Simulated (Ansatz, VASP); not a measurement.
# One calculation of AlNi, two programs

The input INCAR:

```
PREC = Accurate
ENCUT = 520
EDIFF = 1E-7
ISMEAR = 0
SIGMA = 0.15
LREAL = F
LASPH = T
NELM = 80
ALGO = Fast
ISIF = 2
LWAVE = F
LCHARG = T
GGA = PE
LELF = T
LVHAR = T
NBANDS = 14
```

File KPOINTS:

```
Automatic mesh
0
Gamma
  18 18 18
```

File POSCAR:

```
AlNi
1.0
    2.6397460023      0.0000000000      0.0000000000
    0.0000000000      2.6397460023      0.0000000000
    0.0000000000      0.0000000000      3.4316698030
Al Ni
1 1
Direct
    0.0000000000      0.0000000000      0.0000000000
    0.5000000000      0.5000000000      0.5000000000
```

Input for Ansatz:

```yaml
crystal:
  lattice:
    - [2.6397460023, 0.0, 0.0]
    - [0.0, 2.6397460023, 0.0]
    - [0.0, 0.0, 3.431669803]
  atoms:
    - { symbol: Al, position: [0.0, 0.0, 0.0] }
    - { symbol: Ni, position: [0.5, 0.5, 0.5] }
basis:
  ecutwfc: 420
kpoints:
  mp_grid: { grid: [18, 18, 18] }
hamiltonian:
  xc: pbe
scf:
  occupations: { method: gaussian, width: 0.15 }
output:
  forces: true
  stress: true
  eigenvalues: true
```

Alike in both runs: task single point; functional PBE; k mesh 18 × 18 × 18; occupations gaussian, width 0.15 eV; no spin polarisation.

```csv
,VASP,Ansatz
version,VASP 6.6.1,Ansatz 0.2.0
potentials or method,"VASP PAW PBE potentials, release 64 (Al, Ni)","scalar-relativistic, plane waves, PAW"
plane-wave cutoff (eV),520,420
valence electrons in the cell,13,21
```

Ansatz gave:

```
gap on the k mesh at the Fermi level (eV)       : none
pressure (GPa)                                  : 3.9
largest component of the traceless stress (GPa) : 8.05
```

Q: What did VASP give for the same quantities?

A: gap on the k mesh at the Fermi level (eV): none; pressure (GPa): 3.9; largest component of the traceless stress (GPa): 8.27.

A gap of «none» marks a metal or a gap that the smearing closes. The two sets of potentials don't hold the same shells in valence.

Spin polarisation is off, so any magnetic state and its effect on volume and gap are missing.
